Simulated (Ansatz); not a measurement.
# MnO (Fm-3m) in Ansatz: band structure with HSE06

Aim: the band structure of MnO with HSE06.

Everything below comes from runs of Ansatz 0.2.0. Logs are shortened: lines on timing, memory, paths and dates and some standing lists are left out, and cuts for length are marked.

## Step 1: Starting point

It takes space group Fm-3m (No. 225, cubic). Conventional cell: a = 4.448 Å, b = 4.448 Å, c = 4.448 Å, α = 90.00°, β = 90.00°, γ = 90.00°. Mn (site symmetry m-3m) has 6 O at 2.22 Å as nearest neighbours. O (site symmetry m-3m) is surrounded by 6 Mn at 2.22 Å.

The cell is a database's computed one.

## Step 2: Band structure, HSE06, collinear spin, ferromagnetic start

Input file input.yaml:

```yaml
crystal:
  lattice:
    - [0.0, 2.2239077028, 2.2239077028]
    - [2.2239077028, 0.0, 2.2239077028]
    - [2.2239077028, 2.2239077028, 0.0]
  atoms:
    - { symbol: Mn, position: [0.0, 0.0, 0.0], spin: 4.0 }
    - { symbol: O, position: [0.5, 0.5, 0.5] }
hamiltonian:
  xc: hse06
  pseudopotentials: { kind: paw }
magnetization:
  spin_polarized: true
kpoints:
  mp_grid: { grid: [5, 5, 5] }
  band_path:
    path:
      - [[0.0, 0.0, 0.0], [0.5, 0.0, 0.5], [0.5, 0.25, 0.75], [0.375, 0.375, 0.75], [0.0, 0.0, 0.0], [0.5, 0.5, 0.5], [0.625, 0.25, 0.625], [0.5, 0.25, 0.75], [0.5, 0.5, 0.5], [0.375, 0.375, 0.75]]
      - [[0.625, 0.25, 0.625], [0.5, 0.0, 0.5]]
    npoints: 4
scf:
  occupations: { method: fermi_dirac, width: 0.05 }
  n_extra_bands: 6
output:
  forces: true
  stress: true
  eigenvalues: true
  fatbands: false
```

Potentials or basis: Ansatz PAW.

On the command line:

```bash
> ansatz run input.yaml --threads 2 --pin off --max-ram 5632MiB --backend cpu --events-out ev --progress --plain --runs-dir out
```

Output:

```text
Warning: output.stress: scf.convergence.dr2_threshold = 1e-7 eV (the SCF's general default) is looser than the 2e-10 eV advised for a printed stress (1e-10 eV for each atom of the cell: 2). What an SCF threshold leaves in a stress goes as its square root, and in the free energy as the threshold itself, and one threshold admits the most on a small cell: of the crystals measured, under no hybrid functional and no lock of the moments, on runs that ended without the residual-converged pass, on stresses that held no estimate of that error, the worst erred by over 100 MPa in a component at 1e-7 eV an atom and by under 5 at 1e-10. Set scf.convergence.dr2_threshold to 2e-10 eV or tighter. The threshold is an SCF's pass mark: one that does not reach it within its budget of iterations ends unconverged, or closes short of it on a stop that the run arms, and scf.convergence.dr2_threshold's page says what that costs each kind of run
Warning: output.stress: scf.exx.energy_threshold = 1e-6 eV is looser than the 2e-8 eV advised for a stress under a hybrid functional (1e-8 eV for each atom of the cell: 2). Every SCF of the exchange loop can meet its threshold on dr2 while the loop round them stops early: no threshold on dr2 bounds what that leaves in the stress. Set scf.exx.energy_threshold to 2e-8 eV or tighter. The threshold is the loop's pass mark: a loop that does not reach it within its budget of cycles ends unconverged, and scf.exx.energy_threshold's page has the law
Warning: RAYON_NUM_THREADS=2 ignored (pool sized by the plan → 2); use --threads N
scf.n_extra_bands = 6 over 11 filled bands (N_el = 21.0): the run solves 17 bands
Engine: ansatz 0.2.0, x86_64-unknown-linux-gnu
Pseudopotentials: kind: paw
Pseudopotential: Mn, paw, valence charge 15, recommended cutoff 420 eV (normal), Mn.paw.azcp
Pseudopotential: O, paw, valence charge 6, recommended cutoff 420 eV (normal), O.paw.azcp
Functional definition: HSE06
  parameter a = 0.25
  parameter omega = 0.11/bohr
  exchange = pbe_x - a*pbe_x_sr(omega) + a*exact_x_sr(omega)
  correlation = pbe_c
Crystal: 2 atoms, lattice volume = 21.998 Å³
Basis set: ecut = 420 eV, 411 PW (Γ), exchange–correlation on 48×48×48 points (8 copies of the dense FFT grid, shifted against one another)
Bands: 17, of which v1, the nominal top of the filled ones, is band 11 counted from 1 (10 counted from 0)
Symmetry: 48 space group operations
Space group: Fm-3m (ITA 225), of the structure as read, at distance tolerance 2.8e-5 Å
Magnetic group: BNS 225.116 (UNI 1618), of the structure as read, at distance tolerance 2.8e-5 Å
k-points: 10 of 125
Non-local potential: Mn, projectors of the file, l = 0: 3, l = 1: 2, l = 2: 3, l = 3: 1
Non-local potential: O, projectors of the file, l = 0: 2, l = 1: 2, l = 2: 1
PAW form: soft (Blöchl's): semilocal exchange-correlation on the pseudo side does not see the compensation charge
PAW frozen core: Mn, regenerated for the run's functional, and the local potential with it (the file was generated under x = pbe(κ = 0.804, μ = 0.2195149727645171), c = pbe(β = 0.06672455060314922))
PAW frozen core: O, regenerated for the run's functional, and the local potential with it (the file was generated under x = pbe(κ = 0.804, μ = 0.2195149727645171), c = pbe(β = 0.06672455060314922))
PAW one-centre angular grid: Mn, 590 points (default); XC on 64 Gauss nodes
PAW one-centre angular grid: O, 110 points (default); XC on 96 Gauss nodes
Initial density: superposition of atomic densities (chi_scale 0.1, normalization cell, long waves kept (reshape's long-wave potential 0.00 eV rms))
Starting moments: Σ|m| = 4 μB on 1 of 2 sites
Initial wavefunctions: pseudopotential atomic-orbital guess
Functional: x = pbe(κ = 0.804, μ = 0.2195149727645171), c = pbe(β = 0.06672455060314922), warm-up for x = pbe(κ = 0.804, μ = 0.2195149727645171) + 0.25 (exact − pbe) at short range (hse, ω = 0.20786987370883472 Å⁻¹), c = pbe(β = 0.06672455060314922); HSE06 as pw.x's `hse` composes it (authors' and Libxc's form: `xc: wpbeh`)
iter 1 solved again at ethr=9.78e-2 eV; its pass at ethr=1.00e-1 eV (dr2=2.05e1 eV) is discarded
SCF iter   1: F=—  HF=-4468.349547 eV  |F-HF|=—  |Δ(HF+E_count)|=         —  Δρ=1.77e-1 (↑1.36e-1 ↓1.77e-1)  dr2=2.05e1  dr2_m=1.15e-1  M=3.725 μB ∫|m|=3.725 μB  β_m=0.30  ethr=9.78e-2  ⟨swp⟩=2.4  Hψ=1696  notcnv=0
preconditioner: auto → none  [metal: Δε(μ)=0.115 eV  Ē_g=12.631 eV  σ=0.050 eV  W_gap=0.45  n_scr=8 (ndim 8)  ℏωp=28.5 eV  f_vac=0.000  D(μ)=2.69/eV (n_scr^D=50)  sad-step TF]
iter 2 solved again at ethr=2.19e-3 eV; its pass at ethr=9.74e-2 eV (dr2=4.61e-1 eV) is discarded
SCF iter   2: F=—  HF=-4465.930709 eV  |F-HF|=—  |Δ(HF+E_count)|=    2.42e0  Δρ=5.22e-2 (↑5.22e-2 ↓2.89e-2)  dr2=3.78e-1  dr2_m=2.57e-1  M=4.384 μB ∫|m|=4.384 μB  β_m=1.00  ethr=2.19e-3  ⟨swp⟩=3.6  Hψ=1505  notcnv=0
eigensolver tolerance schedule: the retry pair's looser diagonalisation over-reported the residual by 0.22 of it (diagonalisation noise at 0.23 of the residual, at the tolerance the schedule requests for it); recorded, not acted on — ethr = c·dr2/N_el stays at c = 1.0e-1
SCF iter   3: F=—  HF=-4465.930729 eV  |F-HF|=—  |Δ(HF+E_count)|=   2.03e-5  Δρ=2.22e-2 (↑2.22e-2 ↓1.25e-2)  dr2=1.03e-1  dr2_m=3.39e-2  M=4.579 μB ∫|m|=4.579 μB  β_m=1.00  ethr=1.80e-3  ⟨swp⟩=2.8  Hψ=766  notcnv=0
SCF iter   4: F=—  HF=-4466.003149 eV  |F-HF|=—  |Δ(HF+E_count)|=   7.24e-2  Δρ=6.74e-3 (↑6.74e-3 ↓6.58e-3)  dr2=1.69e-2  dr2_m=9.85e-4  M=4.614 μB ∫|m|=4.614 μB  β_m=0.30  ethr=4.90e-4  ⟨swp⟩=3.5  Hψ=908  notcnv=0
Mixer restart at iter 4: flushing history
spin-set hold released at iteration 4 (site moments contracting): the magnetisation degrees of freedom join the quasi-Newton model from the next iteration; the mixer history was flushed
[... 32 lines left out ...]
SCF iter   2: F=—  HF=-4466.415828 eV  |F-HF|=—  |Δ(HF+E_count)|=   4.13e-6  Δρ=1.56e-4 (↑1.56e-4 ↓6.76e-5)  dr2=2.94e-6  dr2_m=1.60e-6  M=5.000 μB ∫|m|=5.000 μB  β_m=0.46  ethr=4.14e-8  ⟨swp⟩=3.9  Hψ=772  notcnv=0
SCF iter   3: F=—  HF=-4466.415828 eV  |F-HF|=—  |Δ(HF+E_count)|=   1.72e-7  Δρ=5.13e-5 (↑5.13e-5 ↓2.54e-5)  dr2=4.06e-7  dr2_m=1.63e-7  M=5.000 μB ∫|m|=5.000 μB  β_m=0.50  ethr=1.39e-8  ⟨swp⟩=3.2  Hψ=741  notcnv=0
SCF iter   4: F=—  HF=-4466.415828 eV  |F-HF|=—  |Δ(HF+E_count)|=   1.55e-7  Δρ=2.35e-5 (↑2.35e-5 ↓1.53e-5)  dr2=1.52e-8  dr2_m=6.93e-8  M=5.000 μB ∫|m|=5.000 μB  β_m=0.64  ethr=1.76e-9  ⟨swp⟩=3.0  Hψ=767  notcnv=0
SCF iter   5: F=—  HF=-4466.415828 eV  |F-HF|=—  |Δ(HF+E_count)|=   3.71e-8  Δρ=9.78e-6 (↑6.97e-6 ↓9.78e-6)  dr2=1.86e-8  dr2_m=8.65e-9  M=5.000 μB ∫|m|=5.000 μB  β_m=0.74  ethr=6.94e-11  ⟨swp⟩=4.0  Hψ=951  notcnv=0
SCF iter   6: F=-4466.415828 eV  HF=-4466.415828 eV  |F-HF|=9.49e-9  |Δ(HF+E_count)|=  7.63e-10  Δρ=5.63e-6 (↑5.63e-6 ↓2.00e-6)  dr2=1.01e-8  dr2_m=6.85e-10  M=5.000 μB ∫|m|=5.000 μB  ethr=6.94e-11  ⟨swp⟩=3.1  Hψ=656  notcnv=0
SCF 3 converged in 6 iterations: F = -4466.415828 eV  dr2 = 1.01e-8
  Residual-converged pass: ⟨swp⟩=2.8  Hψ=580  notcnv=0  max |occ|·‖R‖ = 2.3e-6 eV (tolerance 2.4e-6 eV)  dr2=1.02e-8  dr2_m=6.66e-10  dr2_onsite=1.44e-9  max |Δocc| = 2.4e-25
hybrid outer 2: dexx = +3.743e-6 eV, tail = 1.56e-7 eV, Δε = 8.82e-3 eV (about 3.23e-4 eV left of the loop's levels)
Exchange kernel: α = 0.2500, screened, ω = 0.2079 Å⁻¹, Wigner–Seitz truncation, v(0) = 1024.3326 eV·Å³, q-mesh 5×5×5, nearest image of the exchange supercell L = 15.73 Å, pair-density grid 15×15×15, without the augmentation charges, whose exchange is taken in its separable form by FFT convolution over the k-point mesh (sized by the pseudopotential files, 18×18×18 at the most), smooth part of the exact exchange by density-matrix convolution
Frozen-core exchange: fock
SCF iter   1: F=—  HF=-4466.415827 eV  |F-HF|=—  |Δ(HF+E_count)|=         —  Δρ=5.70e-6 (↑5.70e-6 ↓2.76e-6)  dr2=1.23e-8  dr2_m=8.28e-10  M=5.000 μB ∫|m|=5.000 μB  β_m=0.30  ethr=3.73e-9  ⟨swp⟩=2.3  Hψ=690  notcnv=0
preconditioner: auto → none  [insulator: Δε(μ)=1.446 eV  Ē_g=16.323 eV  σ=0.050 eV  W_gap=1.00  n_scr=8 (ndim 8)  ℏωp=28.5 eV  f_vac=0.000  D(μ)=0.00/eV (n_scr^D=0)]
SCF iter   2: F=-4466.415827 eV  HF=-4466.415827 eV  |F-HF|=1.58e-10  |Δ(HF+E_count)|=   1.04e-9  Δρ=3.06e-6 (↑3.06e-6 ↓1.23e-6)  dr2=9.79e-10  dr2_m=7.26e-10  M=5.000 μB ∫|m|=5.000 μB  ethr=5.78e-11  ⟨swp⟩=3.6  Hψ=717  notcnv=0
SCF 4 converged in 2 iterations: F = -4466.415827 eV  dr2 = 9.79e-10
  Residual-converged pass: ⟨swp⟩=2.6  Hψ=575  notcnv=0  max |occ|·‖R‖ = 2.3e-6 eV (tolerance 2.4e-6 eV)  dr2=9.57e-10  dr2_m=7.32e-10  dr2_onsite=4.18e-10  max |Δocc| = 1.9e-24
hybrid outer 3: dexx = +2.923e-9 eV, tail = 4.30e-9 eV, Δε = 3.74e-4 eV (about 1.00e-4 eV left of the loop's levels), ΔF = 3.31e-29 eV/Å (tail inf)
NSCF: frozen V_eff on 42 k-points
this state was not tested for a lower state beside it, because the functional holds exact exchange (a hybrid, or Hartree-Fock), whose exchange loop this test does not read (fock_operator); the stability check (scf.self_checks: high) cannot read this state: a pseudopotential is PAW: the check reads norm-conserving sets alone
hybrid SCF converged: 3 outer / 13 inner (+14 warm-up), last move |dexx| = 2.92e-9 eV, tail = 4.30e-9 eV
Magnetization: 5.0000 μB (13.0000 up, 8.0000 down)
Absolute magnetization: 5.0000 μB (∫|ρ↑−ρ↓|, with the PAW one-centre terms)
Spin contamination: 0.0032 ħ² per cell (⟨S²⟩ above its minimum at these occupations)
Per-site moments (μB) at R_I (Å): [(4.305447481442593, 0.9173619274050001), (0.22533812552488144, 0.9173619274050001)]
Free energy (F): -4466.415827 eV
Frozen-core exchange: fock
Harris-Foulkes:  -4466.415827 eV  (|F-HF|=1.58e-10)
Internal energy: -4466.415827 eV  (E = F + TS)
E sigma→0 (E₀):  -4466.415827 eV
Entropy (-TS):   -0.000000 eV (-0.000 meV/atom)
Fermi energy:    12.623943 eV
--- Per-component energies (eV) ---
  E_band       = -302.380616
  E_kinetic    = 475.362680
  E_local      = -2238.375679  (includes V_loc(G=0)·N_el)
  E_nonlocal   = 304.764806
  E_hartree    = 900.126628
  E_xc         = -147.674420
  E_vxc        = -187.040628  (∫ρ·V_xc dr)
  E_exx        = -86.789286  (= α·E_x^exact, valence–valence)
  E_paw        = -1419.037802  (= ΣΔE_a)
  E_vpaw       = -283.767405  (= ΣTr[D̂ρ^β])
  E_aug_tail   = 0.002395  (compensation charges beyond the density's cutoff)
  E_ewald      = -2254.571925
  E_core_change = -0.223223  (= ΣΔE_core)
  E_smearing   = -0.000000  (= −TS)
  E_closure    = -0.000001  (closes the sum)
  Σ components = -4466.415827   (vs F -4466.415827, Δ=0.00e0)
--- Forces (eV/Å), atoms counted from 1 ---
  atom   1  Mn     0.00000000    -0.00000000     0.00000000
  atom   2  O      0.00000000    -0.00000000    -0.00000000
  max |Σ_I F_I| component: 5.05e-29 eV/Å
--- Stress (GPa, compression-positive) ---
        0.791875       0.000000      -0.000000
       -0.000000       0.791875      -0.000000
        0.000000      -0.000000       0.791875
  P = ⅓ Tr σ = 0.7919 GPa (7.919 kbar)
--- Band table (eV; the first three rows and the last of 20) ---
  k-point 0 ↑: bands = ["-74.2249", "-41.6417", "-41.6417", "-41.6417", "-9.4772", "8.0030", "8.0030", "8.0030", "8.3654", "8.3654", "8.5732", "8.5732", "8.5732", "13.2693", "27.8994", "30.3563", "30.3563"]
  k-point 1 ↑: bands = ["-74.2225", "-41.6650", "-41.6448", "-41.6448", "-9.1449", "6.0204", "6.6331", "6.6331", "8.3183", "8.3183", "8.8272", "10.4457", "10.4457", "15.3389", "24.8640", "28.9144", "28.9144"]
  k-point 2 ↑: bands = ["-74.2186", "-41.7026", "-41.6499", "-41.6499", "-8.5470", "3.8638", "5.5914", "5.5914", "8.7882", "8.7882", "9.4271", "11.8232", "11.8232", "17.2042", "22.3542", "26.4095", "26.4095"]
  k-point 9 ↓: bands = ["-67.9073", "-34.8984", "-34.8776", "-34.8568", "-7.8227", "6.0189", "7.0853", "7.5319", "15.9849", "17.2484", "17.8165", "18.1477", "18.7170", "22.3946", "24.0277", "25.0017", "27.9603"]
```

Wall time 71 s (2 threads of Intel Xeon 6975P-C (Granite Rapids), shared host); peak memory 0.73 GiB.

What came out:

```
Free energy             : -4466.4158 eV
Pressure                : 0.8 GPa
Band gap on the k mesh  : 1.45 eV, indirect (least direct gap 4.05 eV)
Band gap along the path : 1.25 eV, indirect (least direct gap 4.05 eV)
Net moment              : 5.00 μB per cell
Absolute moment         : 5.00 μB per cell
Site moments            : Mn +4.31; O +0.23 μB
```

Levels at the corners of the path, in eV from the valence-band top:
Spin up:
| point | band 9 | band 10 | band 11 | band 12 | band 13 | band 14 | band 15 | band 16 | band 17 |
| --- | --- | --- | --- | --- | --- | --- | --- | --- | --- |
| Γ | -3.66 | -3.66 | -3.45 | -3.45 | -3.45 | 1.25 | 15.88 | 18.33 | 18.33 |
| X | -4.61 | -3.25 | -2.88 | -2.88 | -2.84 | 7.09 | 10.13 | 12.12 | 16.16 |
| W | -3.02 | -3.02 | -2.94 | -2.88 | -1.42 | 9.28 | 10.37 | 10.37 | 13.17 |
| K | -3.72 | -3.02 | -2.67 | -2.38 | -1.44 | 8.55 | 10.13 | 10.15 | 15.61 |
| Γ | -3.66 | -3.66 | -3.45 | -3.45 | -3.45 | 1.25 | 15.88 | 18.33 | 18.33 |
| L | -3.15 | -3.15 | -2.46 | 0.00 | 0.00 | 5.28 | 10.16 | 14.00 | 14.00 |
| U | -3.72 | -3.02 | -2.67 | -2.38 | -1.44 | 8.55 | 10.13 | 10.15 | 15.61 |
| W | -3.02 | -3.02 | -2.94 | -2.88 | -1.42 | 9.28 | 10.37 | 10.37 | 13.17 |
| L | -3.15 | -3.15 | -2.46 | 0.00 | 0.00 | 5.28 | 10.16 | 14.00 | 14.00 |
| K | -3.72 | -3.02 | -2.67 | -2.38 | -1.44 | 8.55 | 10.13 | 10.15 | 15.61 |
| U | -3.72 | -3.02 | -2.67 | -2.38 | -1.44 | 8.55 | 10.13 | 10.15 | 15.61 |
| X | -4.61 | -3.25 | -2.88 | -2.88 | -2.84 | 7.09 | 10.13 | 12.12 | 16.16 |
Spin down:
```
point  band 5  band 6  band 7  band 8  band 9  band 10  band 11  band 12
    Γ  -20.91   -2.81   -2.81   -2.81    2.71     4.06     4.06     4.06
    X  -19.90   -6.26   -3.93   -3.93    1.94     5.57     5.71     6.26
    W  -19.80   -5.40   -5.40   -4.80    4.55     4.55     5.76     6.26
    K  -19.83   -5.83   -5.36   -4.17    3.45     5.79     5.96     5.98
    Γ  -20.91   -2.81   -2.81   -2.81    2.71     4.06     4.06     4.06
    L  -19.87   -7.19   -4.29   -4.29    5.40     5.68     5.68     6.43
    U  -19.83   -5.83   -5.36   -4.17    3.45     5.79     5.96     5.98
    W  -19.80   -5.40   -5.40   -4.80    4.55     4.55     5.76     6.26
    L  -19.87   -7.19   -4.29   -4.29    5.40     5.68     5.68     6.43
    K  -19.83   -5.83   -5.36   -4.17    3.45     5.79     5.96     5.98
    U  -19.83   -5.83   -5.36   -4.17    3.45     5.79     5.96     5.98
    X  -19.90   -6.26   -3.93   -3.93    1.94     5.57     5.71     6.26
```

Caveat: the k mesh is coarse (spacing up to 0.49 Å⁻¹), so the values aren't converged, least of all with exact exchange; the magnetic or orbital state may not be the lowest; the k mesh misses the band edges, so the gap on the mesh is wider than the one along the path; the pressure holds a Pulay correction of +0.6 GPa for the finite cutoff; a cell with one magnetic atom can't hold antiferromagnetic order, which such compounds often take; the PAW data sets come from PBE, with cores solved anew for the run's functional, which leaves a small shift of forces and pressure; the thresholds are loose for stress.
